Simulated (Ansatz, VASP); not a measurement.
# TaSi2 in VASP and in Ansatz

```xyz
3
Lattice="2.9514 0.0000 0.0000 -1.4757 2.5560 0.0000 0.0000 0.0000 6.1680" Properties=species:S:1:pos:R:3 pbc="T T T"
Ta    0.0000    0.0000    0.0000
Si    0.0000    1.7040    2.1004
Si    1.4757    0.8520    4.0676
```

Change from the starting cell: species swapped into the MnI2 type (P-3m1, No. 164).

Alike in both runs: functional PBE; k mesh 18 × 18 × 8; occupations gaussian, width 0.1 eV; no spin polarisation.

Ansatz relaxed the structure, and its values are those at the end. VASP's run is a single point on that final structure, the one shown.

```csv
,VASP,Ansatz
version,VASP 6.6.1,Ansatz 0.2.0
potentials or method,"VASP PAW PBE potentials, release 64 (Ta_pv, Si)","scalar-relativistic, plane waves, PAW"
plane-wave cutoff (eV),520,420
valence electrons in the cell,19,21
```

```tsv
	VASP	Ansatz	Ansatz less VASP
gap on the k mesh at the Fermi level (eV)	none	none	-
pressure (GPa)	0.1	0.0	-0.05
rms of the force components (eV/Å)	0.006	0.000	-0.0059
```

A gap of «none» marks a metal or a gap that the smearing closes. With one functional, cell and mesh, what is left measures potentials, basis and numerics. The two sets of potentials don't hold the same shells in valence.

The runs have no spin-orbit coupling, so splittings on Ta are missing.
